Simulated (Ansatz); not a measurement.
**Rh: a line through a two-coordinate scan**

One line of a two-coordinate grid on Rh (P6_3/mmc, No. 194; 4 atoms in the cell): strain +e along z and -e/2 along x and y is varied, at strain +e along x and -e along y = 11.0 %.

Method: DFT PBEsol, scalar-relativistic, plane waves, PAW, in Ansatz 0.2.0.

14 further runs of the same task are left out: 14 set aside as unsound or not needed. Runs told in other sessions of the task aren't counted.

**1. The structure to begin with**

It takes space group P6_3/mmc (No. 194, hexagonal). The conventional cell has a = 2.676 Å, b = 2.676 Å, c = 8.728 Å, α = 90.00°, β = 90.00°, γ = 120.00°. Around Rh (site symmetry -3m) lie 12 Rh at 2.67 to 2.68 Å. Rh (site symmetry -6m2) has 12 Rh at 2.67 to 2.68 Å in its first shell of neighbours.

Structure file:

```cif
data_structure
_symmetry_space_group_name_H-M 'P 1'
_symmetry_Int_Tables_number 1
_cell_length_a 2.6756
_cell_length_b 2.6756
_cell_length_c 8.7275
_cell_angle_alpha 90.000
_cell_angle_beta 90.000
_cell_angle_gamma 120.000
_cell_volume 54.11
loop_
_atom_site_label
_atom_site_type_symbol
_atom_site_fract_x
_atom_site_fract_y
_atom_site_fract_z
_atom_site_occupancy
Rh1 Rh 0.00000 0.00000 0.00000 1
Rh2 Rh 0.33333 0.66667 0.25000 1
Rh3 Rh 0.00000 0.00000 0.50000 1
Rh4 Rh 0.66667 0.33333 0.75000 1
```

It goes back to an entry of the Materials Project, which need not be the stable form.

It is the result of an earlier relaxation at this level (volume 13.53 Å³/atom; gap on the mesh: none (metal)).

**2. Plan of the line**

The energy is mapped over two homogeneous strains (x along [1 0 0], y along [1 2 0], z along [0 0 1] of the conventional cell).

First coordinate, strain +e along x and -e along y: 7 values from −11.0 %. Second coordinate, strain +e along z and -e/2 along x and y: 7 values from −11.0 %.

Nothing else is relaxed (fractional coordinates fixed). Energies count from the relaxed crystal. Points are written as (first, second).

**3. Grid point (11.0 %, −11.0 %)**

File input.yaml:

```yaml
crystal:
  lattice:
    - [3.1170330978, 0.0, 0.0]
    - [-1.5585165489, 2.1896662708, 0.0]
    - [0.0, 0.0, 7.7674847597]
  atoms:
    - { symbol: Rh, position: [0.0, 0.0, 0.0] }
    - { symbol: Rh, position: [0.3333333333, 0.6666666667, 0.25] }
    - { symbol: Rh, position: [0.0, 0.0, 0.5] }
    - { symbol: Rh, position: [0.6666666667, 0.3333333333, 0.75] }
basis:
  ecutwfc: 420
kpoints:
  mp_grid: { grid: [18, 18, 6] }
hamiltonian:
  xc: pbesol
  pseudopotentials: { kind: paw, azcp: { folder: soft_1 } }
scf:
  occupations: { method: gaussian, width: 0.15 }
output:
  forces: true
  stress: true
  eigenvalues: true
  write_density: true
  write_potential: true
  elf: true
  volumetric_format: npy
```

On the command line:

```sh
$ ansatz run input.yaml --threads 2 --pin off --max-ram 4096MiB --backend cpu --events-out ev --progress --plain --runs-dir out
```

Standard output, shortened:

```text
Warning: <dir> the record states the generating functional pbe (its physics header spells it `PBE`), which answers neither for hamiltonian.xc's functional nor for the pbesol family's — results may be inconsistent (PPs are generated against a specific XC)
Warning: RAYON_NUM_THREADS=2 ignored (pool sized by the plan → 2); use --threads N
[...]
Pseudopotentials: kind: paw
Pseudopotential: Rh, paw, valence charge 17, recommended cutoff 420 eV (normal), <dir>
Functional definition: PBEsol
[...]
Crystal: 4 atoms, lattice volume = 53.015 Å³
Basis set: ecut = 420 eV, 1055 PW (Γ), exchange–correlation on 48×36×108 points (8 copies of the dense FFT grid, shifted against one another)
Bands: 41, of which v1, the nominal top of the filled ones, is band 34 counted from 1 (33 counted from 0)
Symmetry: 8 space group operations
Space group: Cmcm (ITA 63), of the structure as read, at distance tolerance 3.8e-5 Å
k-points: 364 of 1944
[...]
SCF iter   1: F=—  HF=-25355.712480 eV  |F-HF|=—  |Δ(HF+E_count)|=         —  Δρ=1.17e-1  dr2=6.24e0  ethr=3.10e-3  ⟨swp⟩=5.1  Hψ=47491  notcnv=0
[...]
SCF iter   7: F=-25353.717217 eV  HF=-25353.717217 eV  |F-HF|=1.77e-8  |Δ(HF+E_count)|=   2.72e-7  Δρ=1.53e-5  dr2=7.18e-8  ethr=1.47e-10  ⟨swp⟩=10.2  Hψ=95726  notcnv=0
[...]
SCF converged after 7 iterations
Free energy (F): -25353.717217 eV
[...]
E sigma→0 (E₀):  -25353.688435 eV
Entropy (-TS):   -0.057564 eV (-14.391 meV/atom)
Fermi energy:    23.296223 eV
[...]
--- Forces (eV/Å), atoms counted from 1 ---
  atom   1  Rh     0.00000000     0.00000000     0.00000000
  atom   2  Rh     0.00000000     1.58583051     0.00000000
  atom   3  Rh     0.00000000     0.00000000     0.00000000
  atom   4  Rh     0.00000000    -1.58583051     0.00000000
[...]
--- Stress (GPa, compression-positive) ---
       -0.486484       0.000000       0.000000
        0.000000      16.031132       0.000000
        0.000000       0.000000      44.529055
  P = ⅓ Tr σ = 20.0246 GPa (200.246 kbar)
--- Band table (eV; the first three rows and the last of 364) ---
[...]
```

It took 29 s on 2 threads of Arm Neoverse V1, shared host; peak memory 0.72 GiB.

Axes a, b and c in the maps are those of this run's conventional cell (a, b, c = 3.117, 4.379, 7.767 Å).

Density in a lattice plane of the grid's cell (edges 4.38 and 7.77 Å, at 0.000 of the third edge), which holds Rh.

Values in e/Å³, 12 rows by 6 columns:
```
 4.33  0.87  0.18  0.23  0.36  0.92
 0.36  0.24  0.19  0.74  4.20  0.97
 0.26  0.22  0.23  2.88 14.44  3.08
 0.36  0.24  0.19  0.75  4.20  0.97
 4.33  0.87  0.19  0.23  0.36  0.92
14.83  3.06  0.25  0.23  0.25  3.06
 4.33  0.92  0.36  0.23  0.19  0.87
 0.36  0.97  4.20  0.75  0.19  0.24
 0.26  3.08 14.44  2.88  0.23  0.22
 0.36  0.97  4.20  0.74  0.19  0.24
 4.33  0.92  0.36  0.23  0.18  0.87
14.84  3.07  0.25  0.23  0.25  3.07
```
Columns run along the first of these edges and rows up along the second, over one cell in 6 and 12 even steps from the bottom left corner. Atoms in the plane (fractional): Rh at (0.00, 0.00), Rh at (0.33, 0.25), Rh at (0.00, 0.50), Rh at (0.67, 0.75).

ELF in the same plane.

Ten even steps from ' ' (0.17) to '@' (0.77):
```
%%%%**::        ........==##
====::              ......--
                ::====--::..
....          ==##%%%%**::..
..        ....**%%@@@@##--  
....          ==##%%%%**::..
                ::====--::..
====::              ......--
%%%%**::        ........==##
@@@@##::              ::##@@
%%##==........        ::**%%
==--......              ::==
  ..::--====::              
....::**%%%%##==          ..
..  --##@@@@%%**....        
....::**%%%%##==          ..
  ..::--====::              
==--......              ::==
%%##==........        ::**%%
@@@@##::              ::##@@
```
Columns run along the first of these edges and rows up along the second, over one cell in 14 and 20 even steps from the bottom left corner. Atoms in the plane (fractional): Rh at (0.00, 0.00), Rh at (0.33, 0.25), Rh at (0.00, 0.50), Rh at (0.67, 0.75).

Both are smooth fields of the valence electrons: close to the nuclei they are not physical.

On the map this point reads 349 meV/atom.

**4. Point (11.0 %, −7.3 %)**

input.yaml: that of step 3 with these lines changed.

```diff
@@ -2,5 +2,5 @@
   lattice:
-    - [3.1170330978, 0.0, 0.0]
-    - [-1.5585165489, 2.1896662708, 0.0]
-    - [0.0, 0.0, 7.7674847597]
+    - [3.067936482, 0.0, 0.0]
+    - [-1.533968241, 2.1471473544, 0.0]
+    - [0.0, 0.0, 8.0877844121]
   atoms:
@@ -23,5 +23 @@
   eigenvalues: true
-  write_density: true
-  write_potential: true
-  elf: true
-  volumetric_format: npy
```

On the command line:

```sh
$ ansatz run input.yaml --threads 2 --pin off --max-ram 4096MiB --backend cpu --events-out ev --progress --plain --runs-dir out
```

Standard output, shortened:

```text
[...]
SCF converged after 7 iterations
Free energy (F): -25354.088566 eV
[...]
E sigma→0 (E₀):  -25354.058451 eV
Entropy (-TS):   -0.060230 eV (-15.057 meV/atom)
Fermi energy:    23.137018 eV
[...]
--- Forces (eV/Å), atoms counted from 1 ---
  atom   1  Rh     0.00000000     0.00000000    -0.00000000
  atom   2  Rh     0.00000000     1.22833253     0.00000000
  atom   3  Rh     0.00000000     0.00000000     0.00000000
  atom   4  Rh     0.00000000    -1.22833253     0.00000000
[...]
--- Stress (GPa, compression-positive) ---
       -3.551815       0.000000       0.000000
        0.000000      20.779989       0.000000
        0.000000       0.000000      26.725862
  P = ⅓ Tr σ = 14.6513 GPa (146.513 kbar)
--- Band table (eV; the first three rows and the last of 364) ---
[...]
```

Wall time 22 s (2 threads of Arm Neoverse V1, shared host); peak memory 0.73 GiB.

Energy on the map's scale: 256 meV/atom.

**5. Changed: ecutwfc 800 eV, xc_grid 3, mp_grid.grid [9, 9, 3]**

input.yaml: that of step 4 with these lines changed.

```diff
@@ -11,5 +11,6 @@
 basis:
-  ecutwfc: 420
+  ecutwfc: "800 eV"
+  xc_grid: 3
 kpoints:
-  mp_grid: { grid: [18, 18, 6] }
+  mp_grid: { grid: [9, 9, 3] }
 hamiltonian:
@@ -21,3 +22,3 @@
   forces: true
+  eigenvalues: true
   stress: true
-  eigenvalues: true
```

On the command line:

```sh
$ ansatz run input.yaml --threads 2 --pin off --max-ram 4096MiB --backend cpu --events-out ev --progress --plain --runs-dir out
```

Standard output, shortened:

```text
Warning: <dir> the record states the generating functional pbe (its physics header spells it `PBE`), which answers neither for hamiltonian.xc's functional nor for the pbesol family's — results may be inconsistent (PPs are generated against a specific XC)
Warning: RAYON_NUM_THREADS=2 ignored (pool sized by the plan → 2); use --threads N
[...]
[... 3 set-up lines as earlier in the session ...]
[...]
Crystal: 4 atoms, lattice volume = 53.277 Å³
Basis set: ecut = 800 eV, 2691 PW (Γ), exchange–correlation on 90×75×225 points (27 copies of the dense FFT grid, shifted against one another)
Bands: 41, of which v1, the nominal top of the filled ones, is band 34 counted from 1 (33 counted from 0)
[... 2 set-up lines as earlier in the session ...]
k-points: 50 of 243
[...]
SCF iter   1: F=—  HF=-25356.165427 eV  |F-HF|=—  |Δ(HF+E_count)|=         —  Δρ=1.18e-1  dr2=6.52e0  ethr=3.10e-3  ⟨swp⟩=5.3  Hψ=6699  notcnv=0
[...]
SCF iter   7: F=-25354.086769 eV  HF=-25354.086769 eV  |F-HF|=2.28e-8  |Δ(HF+E_count)|=   3.20e-7  Δρ=1.72e-5  dr2=9.00e-8  ethr=1.47e-10  ⟨swp⟩=5.9  Hψ=8304  notcnv=0
[...]
SCF converged after 7 iterations
Free energy (F): -25354.086769 eV
[...]
E sigma→0 (E₀):  -25354.056895 eV
Entropy (-TS):   -0.059748 eV (-14.937 meV/atom)
Fermi energy:    23.138990 eV
[...]
--- Forces (eV/Å), atoms counted from 1 ---
  atom   1  Rh     0.00000000     0.00000000    -0.00000000
  atom   2  Rh     0.00000000     1.22736096     0.00000000
  atom   3  Rh     0.00000000     0.00000000     0.00000000
  atom   4  Rh     0.00000000    -1.22736096     0.00000000
[...]
--- Stress (GPa, compression-positive) ---
       -3.835949       0.000000       0.000000
        0.000000      21.722889       0.000000
        0.000000       0.000000      25.913074
  P = ⅓ Tr σ = 14.6000 GPa (146.000 kbar)
--- Band table (eV; the first three rows and the last of 50) ---
[...]
```

It took 7.3 s on 2 threads of Arm Neoverse V1, shared host; peak memory 0.52 GiB.

```tsv
run	ending	energy change	pressure (GPa)	gap (eV)	force (eV/Å)	cycles	time
step 4	converged	0	14.7	0.00	1.23	7	22 s
variant	converged	+0.4 meV/atom	14.6	0.00	1.23	7	7.3 s
```

Changing the cutoff, numerical grids and k-point mesh hardly moves the energy: +0.4 meV/atom. Cost: 7.3 s against 22 s.

(Part 1 of 2 ends here.)
